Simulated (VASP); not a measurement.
# GaN (P6_3mc) in VASP: further runs

Aim: see how the results for GaN move with the level of theory and the settings. Levels: PBEsol, HSE06. Tasks: relaxation of cell and atoms.

Everything below comes from runs of VASP 6.6.1. Logs are shortened: lines on timing, memory, paths and dates and some standing lists are left out, and cuts for length are marked.

### 1 Starting point

It takes space group P6_3mc (No. 186, hexagonal). The conventional cell has a = 3.180 Å, b = 3.180 Å, c = 5.166 Å, α = 90.00°, β = 90.00°, γ = 120.00°. Ga (site symmetry 3m) is surrounded by 4 N at 1.94 to 1.95 Å. N (site symmetry 3m) has 4 Ga at 1.94 to 1.95 Å as nearest neighbours.

### 2 Relaxation of cell and atoms, PBEsol

INCAR reads:

```
PREC = Accurate ; ENCUT = 600
EDIFF = 1E-6 ; ISMEAR = 0
SIGMA = 0.03 ; LREAL = False
LASPH = True ; NELM = 80
ALGO = Normal ; ISIF = 3
LWAVE = False ; LCHARG = False
GGA = PS ; IBRION = 2
NSW = 90 ; EDIFFG = -0.01
KPAR = 4
```

KPOINTS reads:

```
regular mesh
0
Gamma
  12 12 5
```

POSCAR reads:

```
GaN
1.0
    3.1800000000      0.0000000000      0.0000000000
   -1.5900000000      2.7539607840      0.0000000000
    0.0000000000      0.0000000000      5.1660000000
Ga N
2 2
Direct
    0.3333333333      0.6666666667      0.0000000000
    0.6666666667      0.3333333333      0.5000000000
    0.3333333333      0.6666666667      0.3750000000
    0.6666666667      0.3333333333      0.8750000000
```

Potentials or basis: VASP PAW PBE potentials, release 64 (Ga_d, N).

On the command line:

```sh
cat potpaw_PBE.64/Ga_d/POTCAR potpaw_PBE.64/N/POTCAR > POTCAR
mpirun -np 4 vasp_std > vasp.out
```

OUTCAR:

```text
PREC = Accurate
   ENCUT = 600
   EDIFF = 1E-6
   ISMEAR = 0
   LREAL = False
   LASPH = True
   NELM = 80
   ISIF = 3
   GGA = PS
   IBRION = 2
   NSW = 90
   EDIFFG = -0.01

 ion  position               nearest neighbor table
   1  0.333  0.667  0.000-   3 1.94   4 1.95   4 1.95   4 1.95
   2  0.667  0.333  0.500-   4 1.94   3 1.95   3 1.95   3 1.95
   3  0.333  0.667  0.375-   1 1.94   2 1.95   2 1.95   2 1.95
   4  0.667  0.333  0.875-   2 1.94   1 1.95   1 1.95   1 1.95

  LATTYP: Found a hexagonal cell.
 ALAT       =     3.1800000000
 C/A-ratio  =     1.6245283019

  Lattice vectors:

 A1 = (   3.1800000000,   0.0000000000,   0.0000000000)
 A2 = (  -1.5900000000,   2.7539607840,   0.0000000000)
 A3 = (   0.0000000000,   0.0000000000,   5.1660000000)

Analysis of symmetry for initial positions (statically):
=====================================================================
 Subroutine PRICEL returns:
 Original cell was already a primitive cell.

 Routine SETGRP: Setting up the symmetry group for a
 hexagonal supercell.

 Subroutine GETGRP returns: Found 12 space group operations
 (whereof  6 operations were pure point group operations)
 out of a pool of 24 trial point group operations.

The static configuration has the point symmetry C_3v.
 The point group associated with its full space group is C_6v.

Analysis of symmetry for dynamics (positions and initial velocities):
=====================================================================
 Subroutine PRICEL returns:
 Original cell was already a primitive cell.

 Routine SETGRP: Setting up the symmetry group for a
 hexagonal supercell.

 Subroutine GETGRP returns: Found 12 space group operations
 (whereof  6 operations were pure point group operations)
 out of a pool of 24 trial point group operations.

The dynamic configuration has the point symmetry C_3v.
 The point group associated with its full space group is C_6v.

 Subroutine INISYM returns: Found 12 space group operations
 (whereof  6 operations are pure point group operations),
 and found     1 'primitive' translations

----------------------------------------------------------------------------------------

                                     Primitive cell

  volume of cell :      45.2417

  direct lattice vectors                    reciprocal lattice vectors
     3.180000000  0.000000000  0.000000000     0.314465409  0.181556688  0.000000000
    -1.590000000  2.753960784  0.000000000     0.000000000  0.363113377  0.000000000
     0.000000000  0.000000000  5.166000000     0.000000000  0.000000000  0.193573364

  length of vectors
     3.180000000  3.180000000  5.166000000     0.363113377  0.363113377  0.193573364

  position of ions in fractional coordinates (direct lattice)
     0.333333333  0.666666667  0.000000000
     0.666666667  0.333333333  0.500000000
     0.333333333  0.666666667  0.375000000
     0.666666667  0.333333333  0.875000000

  ion indices of the primitive-cell ions
   primitive index   ion index
                 1           1
                 2           2
                 3           3
                 4           4

----------------------------------------------------------------------------------------

 KPOINTS: regular mesh

Automatic generation of k-mesh.
 Grid dimensions read from file:
 generate k-points for:   12   12    5

 Generating k-lattice:

  Cartesian coordinates                     Fractional coordinates (reciprocal lattice)
     0.026205451  0.015129724  0.000000000     0.083333333  0.000000000  0.000000000
     0.000000000  0.030259448  0.000000000     0.000000000  0.083333333  0.000000000
     0.000000000  0.000000000  0.038714673     0.000000000  0.000000000  0.200000000

  Length of vectors
     0.030259448  0.030259448  0.038714673

  Shift w.r.t. Gamma in fractional coordinates (k-lattice)
     0.000000000  0.000000000  0.000000000

 Subroutine IBZKPT returns following result:
 ===========================================

 Found     57 irreducible k-points:

 Following reciprocal coordinates:
            Coordinates               Weight
  0.000000  0.000000  0.000000      1.000000
  0.083333  0.000000  0.000000      6.000000
  0.166667 -0.000000  0.000000      6.000000
  0.250000  0.000000  0.000000      6.000000
  0.333333  0.000000  0.000000      6.000000
  0.416667  0.000000  0.000000      6.000000
[... 16 lines left out ...]
  0.250000  0.000000  0.200000     12.000000
  0.333333  0.000000  0.200000     12.000000
 [... further k-points ...]
   k-points           NKPTS =     57   k-points in BZ     NKDIM =     57   number of bands    NBANDS=     22
   number of dos      NEDOS =    301   number of ions     NIONS =      4
   total plane-waves  NPLWV =  32928
   dimension x,y,z NGX =    28 NGY =   28 NGZ =   42
   dimension x,y,z NGXF=    56 NGYF=   56 NGZF=   84
   ions per type =               2   2
   NGX,Y,Z   is equivalent  to a cutoff of  14.64, 14.64, 13.52 a.u.
   NGXF,Y,Z  is equivalent  to a cutoff of  29.28, 29.28, 27.03 a.u.
 SYSTEM =  unknown system
   PREC   = accura    normal or accurate (medium, high low for compatibility)
   ISTART =      0    job   : 0-new  1-cont  2-samecut
   ICHARG =      2    charge: 1-file 2-atom 10-const
   ISPIN  =      1    spin polarized calculation?
   LNONCOLLINEAR =      F non collinear calculations
   LSORBIT =      F    spin-orbit coupling
   LASPH  =      T    aspherical Exc in radial PAW
   ENCUT  =  600.0 eV  44.10 Ry    6.64 a.u.   6.35  6.35 10.32*2*pi/ulx,y,z
   NELM   =     80;   NELMIN=  2; NELMDL= -5     # of ELM steps
   EDIFF  = 0.1E-05   stopping-criterion for ELM
   LREAL  =      F    real-space projection
   EDIFFG = -.1E-01   stopping-criterion for IOM
   NSW    =     90    number of steps for IOM
   IBRION =      2    ionic relax: 0-MD 1-quasi-New 2-CG
   NFREE  =      1    steps in history (QN), initial steepest desc. (CG)
   ISIF   =      3    stress and relaxation
   ISYM   =      2    0-nonsym 1-usesym 2-fastsym
   POTIM  = 0.5000    time-step for ionic-motion
   TEBEG  =    0.0;   TEEND  =   0.0 temperature during run
   PSTRESS=    0.0 pullay stress
   NELECT =      36.0000    total number of electrons
   NUPDOWN=      -1.0000    fix difference up-down
   EMIN   =  10.00;   EMAX   =-10.00  energy-range for DOS
   EFERMI =   0.00;   METHOD = LEGACY
   ISMEAR =     0;   SIGMA  =   0.03  broadening in eV -4-tet -1-fermi 0-gaus
   EFERMI_NEDOS =   21; number of points for ismear=-14 and -15
   IALGO  =     38    algorithm
   IMIX   =      4    mixing-type and parameters
     AMIX     =   0.40;   BMIX     =  1.00
     AMIX_MAG =   1.60;   BMIX_MAG =  1.00
  volume/ion in A,a.u.               =      11.31        76.33
  Fermi-wavevector in a.u.,A,eV,Ry     =   1.517036  2.866782 31.312427  2.301398
  Thomas-Fermi vector in A             =   2.626345
   LORBIT       =      0    0 simple, 1 ext, 2 COOP (PROOUT), +10 PAW based schemes
   GGA     = PS    functional components
   LHFCALC =     F    Hartree Fock is set to
   AEXX    =    0.0000 exact exchange contribution
   IVDW    =     0    specifies the selected vdW correction
   LEPSILON=     F    determine dielectric tensor
   LRPA    =     F    only Hartree local field effects (RPA)
 conjugate gradient relaxation of ions
 non-spin polarized calculation
 Gauss-broadening in eV      SIGMA  =   0.03
  energy-cutoff  :      600.00
  volume of cell :       45.24
 maximum number of plane-waves:      1529
 NGX is ok and might be reduce to    28
   NGX = 13   NGY = 13   NGZ = 21

--------------------------------------- Ionic step        1  -------------------------------------------

 number of electron      35.9999995 magnetization

 Free energy of the ion-electron system (eV)
  ---------------------------------------------------
  ext. energy  EPLUGINS =         0.00000000
  ---------------------------------------------------
  free energy    TOTEN  =       -26.26987734 eV

  energy without entropy =      -26.26987734  energy(sigma->0) =      -26.26987734

------------------------ aborting loop because EDIFF is reached ----------------------------------------

  FORCE on cell =-STRESS in cart. coord.  units (eV):
  Direction    XX          YY          ZZ          XY          YZ          ZX
  --------------------------------------------------------------------------------------
  -------------------------------------------------------------------------------------
  Total       -0.0138371     -0.0138371      0.5833860      0.0000000      0.0000000      0.0000000
  in kB       -0.4900218     -0.4900218     20.6598583      0.0000000      0.0000000      0.0000000
  external PRESSURE =       6.5599382 kB  Pullay stress =       0.0000000 kB
[... 175 lines left out ...]
  energy  without entropy=      -26.2718401524  energy(sigma->0) =      -26.27184015

--------------------------------------- Ionic step        6  -------------------------------------------

 number of electron      35.9999995 magnetization

 Free energy of the ion-electron system (eV)
  ---------------------------------------------------
  ext. energy  EPLUGINS =         0.00000000
  ---------------------------------------------------
  free energy    TOTEN  =       -26.27184170 eV

  energy without entropy =      -26.27184170  energy(sigma->0) =      -26.27184170

 E-fermi :   5.3983     XC(G=0): -11.9404

 val. band max:        5.2616840362   @ k =   0.0000   0.0000   0.0000
 cond. band min:       7.1673374422   @ k =   0.0000   0.0000   0.0000
 fundamental gap:      1.9056534060
 Fermi energy:         5.3982610569

 k-point     1 :       0.0000    0.0000    0.0000
  band No.  band energies     occupation
      1     -10.7769      2.00000
      2      -9.8005      2.00000
      3      -8.1478      2.00000
      4      -8.1314      2.00000
      5      -8.1314      2.00000
      6      -8.0682      2.00000
[... 574 lines left out ...]
      6      -7.9236      2.00000
[... 14 lines left out ...]
     21      12.3022      0.00000
     22      13.4429      0.00000

 [... further k-points ...]
[... 5 lines left out ...]
  --------------------------------------------------------------------------------------
  -------------------------------------------------------------------------------------
  Total        0.0083653      0.0083653     -0.0128465      0.0000000      0.0000000      0.0000000
  in kB        0.2953059      0.2953059     -0.4534963      0.0000000      0.0000000      0.0000000
  external PRESSURE =       0.0457052 kB  Pullay stress =       0.0000000 kB
[... 19 lines left out ...]
  FREE ENERGIE OF THE ION-ELECTRON SYSTEM (eV)
  ---------------------------------------------------
  free  energy   TOTEN  =       -26.2718416976 eV

  energy  without entropy=      -26.2718416976  energy(sigma->0) =      -26.27184170

 reached required accuracy - stopping structural energy minimisation
```

Run time: 40 s. Hardware: 4 MPI ranks of AMD EPYC 9R45 (Zen 5), shared host; peak memory 0.2 GiB.

Results:

```yaml
Free_energy: -26.2718 eV
Relaxed_volume: 11.35 Å³/atom
Relaxed_cell: a = 3.180 Å, b = 3.180 Å, c = 5.184 Å, α = 90.00°, β = 90.00°, γ = 120.00°
Space_group_after_relaxing_to_0.05_Å: P6_3mc (No. 186)
Energy_gained_by_relaxing: 0.5 meV/atom
Ionic_steps: 6
Pressure_after_relaxing: 0.0 GPa
Largest_force_after_relaxing: 0.006 eV/Å
Band_gap_on_the_k_mesh: 1.91 eV, direct
```

Forces on the atoms (eV/Å):
```
Ga   0.000  0.000 -0.006
Ga   0.000  0.000 -0.006
N    0.000  0.000  0.006
N    0.000  0.000  0.006
```

The path:
| step | energy change (eV) | largest force (eV/Å) | pressure (GPa) | volume (Å³) |
| --- | --- | --- | --- | --- |
| 1 | 0.0000 | 0.1309 | 0.66 | 45.24 |
| 2 | -0.0005 | 0.0880 | -0.50 | 45.54 |
| 3 | -0.0020 | 0.0103 | 0.08 | 45.40 |
| 4 | -0.0019 | 0.0049 | -0.09 | 45.41 |
| 5 | -0.0020 | 0.0059 | 0.15 | 45.37 |
| 6 | -0.0020 | 0.0064 | 0.00 | 45.39 |

Final structure:
```
CELL_PARAMETERS angstrom
3.17960 0.00000 0.00000
-1.58980 2.75362 0.00000
0.00000 0.00000 5.18376
ATOMIC_POSITIONS crystal
Ga 0.33333 0.66667 0.99930
Ga 0.66667 0.33333 0.49930
N 0.33333 0.66667 0.37570
N 0.66667 0.33333 0.87570
```

Caveat: the PAW data sets were made with another functional, which shifts forces and pressure a little.

### 3 Relaxation of cell and atoms, HSE06

This run uses another cell than the first one, of 11.35 Å³/atom, 1.003 times its volume.

POSCAR reads:

```
GaN                                     
1.0
    3.1796023887      0.0000000000     -0.0000000000
   -1.5898011943      2.7536164425      0.0000000000
   -0.0000000000      0.0000000000      5.1837589806
  Ga              N             
     2     2
Direct
     0.3333333332999970    0.6666666667000030    0.9992962202785290
     0.6666666667000030    0.3333333332999970    0.4992962202785291
     0.3333333332999970    0.6666666667000030    0.3757037797214709
     0.6666666667000030    0.3333333332999970    0.8757037797214710
```

INCAR.step1 reads:

```
PREC = Accurate ; ENCUT = 520
EDIFF = 1E-5 ; ISMEAR = 0
SIGMA = 0.03 ; LREAL = False
LASPH = True ; NELM = 80
ALGO = Normal ; LWAVE = True
LCHARG = False ; KPAR = 4
GGA = PE
```

INCAR.step2 reads:

```
PREC = Accurate ; ENCUT = 520
EDIFF = 1E-6 ; ISMEAR = 0
SIGMA = 0.03 ; LREAL = False
LASPH = True ; NELM = 80
ALGO = Normal ; ISIF = 3
LWAVE = False ; LCHARG = False
GGA = PE ; LHFCALC = True
HFSCREEN = 0.2 ; PRECFOCK = Fast
IBRION = 2 ; NSW = 25
EDIFFG = -0.01 ; KPAR = 4
ISTART = 1
```

KPOINTS reads:

```
regular mesh
0
Gamma
  6 6 3
```

Potentials or basis: VASP PAW PBE potentials, release 64 (Ga_d, N).

On the command line:

```sh
cat potpaw_PBE.64/Ga_d/POTCAR potpaw_PBE.64/N/POTCAR > POTCAR
cp INCAR.step1 INCAR
mpirun -np 4 vasp_std > vasp.out
cp INCAR.step2 INCAR
mpirun -np 4 vasp_std > vasp.out
```

Wall time 26 min (4 MPI ranks of AMD EPYC 9R45 (Zen 5), shared host); peak memory 0.25 GiB.

The run converged. Its results:

- Free energy: -29.5809 eV
- Relaxed volume: 11.36 Å³/atom
- Relaxed cell: a = 3.184 Å, b = 3.184 Å, c = 5.177 Å, α = 90.00°, β = 90.00°, γ = 120.00°
- Space group after relaxing (to 0.05 Å): P6_3mc (No. 186)
- Energy gained by relaxing: 0.1 meV/atom
- Ionic steps: 7
- Pressure after relaxing: 0.0 GPa
- Largest force after relaxing: 0.004 eV/Å
- Band gap on the k mesh: 3.25 eV, direct

Forces in eV/Å, atoms in the order of the input:
```
Ga   0.000  0.000  0.004
Ga   0.000  0.000  0.004
N    0.000  0.000 -0.004
N    0.000  0.000 -0.004
```

Stress tensor (GPa, compression positive):
```
 0.07  0.00  0.00
 0.00  0.07  0.00
 0.00  0.00 -0.03
```

The path:
| step | energy change (eV) | largest force (eV/Å) | pressure (GPa) | volume (Å³) |
| --- | --- | --- | --- | --- |
| 1 | 0.0000 | 0.0243 | 0.29 | 45.39 |
| 2 | -0.0002 | 0.0162 | -0.39 | 45.52 |
| 3 | -0.0002 | 0.0188 | -0.10 | 45.48 |
| 4 | -0.0002 | 0.0171 | -0.25 | 45.49 |
| 5 | -0.0002 | 0.0207 | -0.30 | 45.49 |
| 6 | -0.0002 | 0.0212 | -0.21 | 45.49 |
| 7 | -0.0003 | 0.0044 | 0.04 | 45.45 |

Final structure:
```yaml
crystal:
  lattice:
    - [3.18392, 0.00000, 0.00000]
    - [-1.59196, 2.75736, 0.00000]
    - [0.00000, 0.00000, 5.17704]
  atoms:
    - { symbol: Ga, position: [0.33333, 0.66667, 0.99885] }
    - { symbol: Ga, position: [0.66667, 0.33333, 0.49885] }
    - { symbol: N, position: [0.33333, 0.66667, 0.37615] }
    - { symbol: N, position: [0.66667, 0.33333, 0.87615] }
```

Levels at points of the mesh, in eV from the valence-band top:
| k point | band 14 | band 15 | band 16 | band 17 | band 18 | band 19 | band 20 | band 21 | band 22 |
| --- | --- | --- | --- | --- | --- | --- | --- | --- | --- |
| (0.00, 0.00, 0.00) | -1.13 | -1.13 | -0.02 | 0.00 | 0.00 | 3.25 | 5.73 | 11.04 | 11.51 |
| (0.50, 0.00, 0.00) | -5.67 | -4.52 | -2.97 | -2.35 | -1.08 | 6.38 | 7.04 | 7.49 | 10.54 |

Caveat: the PAW data sets were made with another functional, which shifts forces and pressure a little.

(Continued in part 2 of 2.)
